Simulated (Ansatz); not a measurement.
Start from ZnTe in the zinc blende structure (space group F-43m, No. 216; a = 6.1792 Å). Axes: x, y, z lie along the cube axes.

Computed with DFT with PBE, PAW potentials and a 420 eV plane-wave cutoff in Ansatz (a quantum-chemistry and plane-wave program), no spin-orbit coupling, earlier PAW set.

A first run, uniaxial strain ε_xx = −1.61 %, gives secant values C11 ≈ 64 GPa and C12 ≈ 35 GPa from its stress. A second run applies biaxial strain +1.09 %, plane normal [001], relaxed out of plane.

Task: What does linear elasticity predict for −ε⊥/ε∥ in the second run, and what does the run give?

Result: Linear elasticity: 2 C12/C11 = 1.09. The run gives 1.06; any difference comes from nonlinear terms at these strains and numerical noise.

Whether these cells are dynamically stable was not tested.
